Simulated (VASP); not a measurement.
These are PBEsol GGA, VASP's PBE PAW potentials (set 64) (plane waves; VASP 6.6.1) values and carry that method's errors.

VASP input:

KPOINTS:
```
kpoints
0
gamma
  8 8 8
```

File POSCAR:
```
ZrO2
1
    0.0000000000     2.5336762499     2.5336762499
    2.5336762499     0.0000000000     2.5336762499
    2.5336762499     2.5336762499     0.0000000000
Zr O
1 2
Direct
  0.0000000000   0.0000000000   0.0000000000
  0.2500000000   0.2500000000   0.2500000000
  0.7500000000   0.7500000000   0.7500000000
```

INCAR:
```
SYSTEM = ZrO2
PREC = Accurate
ENCUT = 620
EDIFF = 1E-6
NELM = 100
ALGO = Normal
LREAL = .FALSE.
LASPH = .TRUE.
ISMEAR = 0
SIGMA = 0.05
GGA = PS
LMAXMIX = 4
LWAVE = .FALSE.
LCHARG = .FALSE.
IBRION = 2
ISIF = 3
NSW = 40
EDIFFG = -0.02
PSTRESS = 50
```

POTCAR, in this order: Zr_sv O (PBE.64 set). Program: vasp_std.

The run wrote:

**OSZICAR**
```
       N       E                     dE             d eps       ncg     rms          rms(c)
DAV:   1     0.211645720697E+03    0.21165E+03   -0.16214E+04   928   0.178E+03
DAV:   2    -0.271572508642E+02   -0.23880E+03   -0.23353E+03  1200   0.411E+02
DAV:   3    -0.355315411882E+02   -0.83743E+01   -0.83668E+01  1408   0.795E+01
DAV:   4    -0.357543369987E+02   -0.22280E+00   -0.22276E+00  1296   0.946E+00
DAV:   5    -0.357573116418E+02   -0.29746E-02   -0.29746E-02  1256   0.947E-01    0.259E+01
DAV:   6    -0.300557318172E+02    0.57016E+01   -0.32604E+01  1024   0.448E+01    0.109E+01
DAV:   7    -0.299741983886E+02    0.81533E-01   -0.13061E+00  1304   0.951E+00    0.664E+00
DAV:   8    -0.299304831397E+02    0.43715E-01   -0.16290E-01  1232   0.427E+00    0.436E-01
DAV:   9    -0.299303734329E+02    0.10971E-03   -0.15374E-02  1232   0.898E-01    0.312E-01
DAV:  10    -0.299308792306E+02   -0.50580E-03   -0.46931E-03  1008   0.689E-01    0.141E-01
DAV:  11    -0.299308693802E+02    0.98503E-05   -0.14801E-03  1136   0.328E-01    0.127E-01
DAV:  12    -0.299308177549E+02    0.51625E-04   -0.27179E-04  1080   0.131E-01    0.485E-03
DAV:  13    -0.299308185840E+02   -0.82907E-06   -0.90587E-06  1128   0.243E-02
   1 F= -.28915639E+02 E0= -.28915639E+02  d E =-.289156E+02
       N       E                     dE             d eps       ncg     rms          rms(c)
DAV:   1    -0.302586535849E+02   -0.32784E+00   -0.12970E+01  1064   0.386E+01    0.786E+00
DAV:   2    -0.299171289459E+02    0.34152E+00   -0.10801E+00  1080   0.938E+00    0.293E+00
DAV:   3    -0.298526901194E+02    0.64439E-01   -0.30010E-01  1440   0.470E+00    0.595E-01
DAV:   4    -0.298559299710E+02   -0.32399E-02   -0.20598E-02  1424   0.105E+00    0.578E-01
DAV:   5    -0.298599827293E+02   -0.40528E-02   -0.30717E-03  1520   0.341E-01    0.231E-01
DAV:   6    -0.298614705627E+02   -0.14878E-02   -0.22965E-03  1480   0.300E-01    0.356E-02
DAV:   7    -0.298614892265E+02   -0.18664E-04   -0.34683E-05  1000   0.575E-02    0.156E-02
DAV:   8    -0.298614966351E+02   -0.74086E-05   -0.99266E-06  1400   0.282E-02    0.383E-03
DAV:   9    -0.298614964632E+02    0.17194E-06   -0.13160E-07   536   0.398E-03
   2 F= -.28897706E+02 E0= -.28897706E+02  d E =0.179328E-01
       N       E                     dE             d eps       ncg     rms          rms(c)
DAV:   1    -0.300664371217E+02   -0.20494E+00   -0.48519E+00  1096   0.239E+01    0.467E+00
DAV:   2    -0.299457330206E+02    0.12070E+00   -0.43047E-01  1160   0.599E+00    0.186E+00
DAV:   3    -0.299189454845E+02    0.26788E-01   -0.10247E-01  1456   0.281E+00    0.321E-01
DAV:   4    -0.299197552189E+02   -0.80973E-03   -0.93300E-03  1424   0.741E-01    0.323E-01
DAV:   5    -0.299209240845E+02   -0.11689E-02   -0.86142E-04  1504   0.187E-01    0.175E-01
DAV:   6    -0.299216919432E+02   -0.76786E-03   -0.13399E-03  1520   0.232E-01    0.198E-02
DAV:   7    -0.299216919351E+02    0.81041E-08   -0.29916E-05  1000   0.445E-02    0.135E-02
DAV:   8    -0.299216924385E+02   -0.50337E-06   -0.49465E-06  1032   0.219E-02
   3 F= -.28926425E+02 E0= -.28926425E+02  d E =-.107856E-01
```

**OUTCAR**
```
------------------------ aborting loop because EDIFF is reached ----------------------------------------
  FORCE on cell =-STRESS in cart. coord.  units (eV):
  Direction    XX          YY          ZZ          XY          YZ          ZX
  --------------------------------------------------------------------------------------
  Total        0.9860866      0.9860866      0.9860866     -0.0000000      0.0000000      0.0000000
  in kB       49.5387687     49.5387687     49.5387687     -0.0000000      0.0000000      0.0000000
  external PRESSURE =      -0.4612313 kB  Pullay stress =      50.0000000 kB
  volume of cell :       31.89
      direct lattice vectors                 reciprocal lattice vectors
     0.000000000  2.517001522  2.517001522    -0.198649065  0.198649065  0.198649065
     2.517001522 -0.000000000  2.517001522     0.198649065 -0.198649065  0.198649065
     2.517001522  2.517001522 -0.000000000     0.198649065  0.198649065 -0.198649065
 POSITION                                       TOTAL-FORCE (eV/Angst)
 -----------------------------------------------------------------------------------
      0.00000      0.00000      0.00000        -0.000000      0.000000     -0.000000
      1.25850      1.25850      1.25850        -0.000000     -0.000000     -0.000000
      3.77550      3.77550      3.77550         0.000000      0.000000      0.000000
 -----------------------------------------------------------------------------------
    total drift:                                0.000000     -0.000000      0.000000
  FREE ENERGIE OF THE ION-ELECTRON SYSTEM (eV)
  ---------------------------------------------------
  free  energy   TOTEN  =       -29.9216924385 eV

  energy  without entropy=      -29.9216924385  energy(sigma->0) =      -29.92169244
  enthalpy is  TOTEN    =       -28.9264248710 eV   P V=        0.9952675675

 reached required accuracy - stopping structural energy minimisation
```
(Selected blocks of OUTCAR.)

CONTCAR:
```
ZrO2
   1.00000000000000
     0.0000000000000000    2.5170015219577708    2.5170015219577708
     2.5170015219577708   -0.0000000000000000    2.5170015219577708
     2.5170015219577708    2.5170015219577708   -0.0000000000000000
  Zr              O
     1     2
Direct
     0.0000000000000000    0.0000000000000000    0.0000000000000000
     0.2500000000000000    0.2500000000000000    0.2500000000000000
     0.7500000000000000    0.7500000000000000    0.7500000000000000
```

OUTCAR:
```
 val. band max:        7.4674414576   @ k =   0.5000   0.5000   0.0000

 cond. band min:      10.8362497839   @ k =   0.0000   0.0000   0.0000


 Fermi energy:         7.7204686790

 k-point     1 :       0.0000    0.0000    0.0000
  band No.  band energies     occupation
      1     -40.3298      2.00000
      2     -18.1954      2.00000
      3     -18.1954      2.00000
      4     -18.1954      2.00000
      5     -10.8319      2.00000
      6      -8.0970      2.00000
      7       1.9855      2.00000
      8       1.9855      2.00000
      9       1.9855      2.00000
     10       6.9141      2.00000
     11       6.9141      2.00000
     12       6.9141      2.00000
     13      10.8362      0.00000
     14      10.8362      0.00000
     15      14.0857      0.00000
     16      17.2758      0.00000

 k-point     2 :       0.1250    0.0000    0.0000
  band No.  band energies     occupation
      1     -40.3214      2.00000
      2     -18.3304      2.00000
      3     -18.2077      2.00000
      4     -18.2077      2.00000
      5     -10.5879      2.00000
      6      -8.2700      2.00000
      7       2.1433      2.00000
      8       2.1433      2.00000
      9       2.4364      2.00000
     10       6.5368      2.00000
     11       6.6145      2.00000
     12       6.6145      2.00000
     13      11.1527      0.00000
     14      11.1527      0.00000
     15      14.5594      0.00000
     16      16.7034      0.00000

 k-point     3 :       0.2500    0.0000    0.0000
  band No.  band energies     occupation
      1     -40.3012      2.00000
      2     -18.6303      2.00000
      3     -18.2371      2.00000
      4     -18.2371      2.00000
      5     -10.0776      2.00000
      6      -8.5629      2.00000
      7       2.5284      2.00000
      8       2.5284      2.00000
      9       3.4875      2.00000
     10       5.7881      2.00000
     11       6.1026      2.00000
     12       6.1026      2.00000
     13      11.6036      0.00000
...
```

The compound is ZrO2 in the fluorite structure, the high-temperature cubic form, which is unstable at 0 K; the monoclinic form is the stable one. This run relaxes it under an external pressure of 5 GPa. Symmetry was kept, so distortions that lower it aren't found.
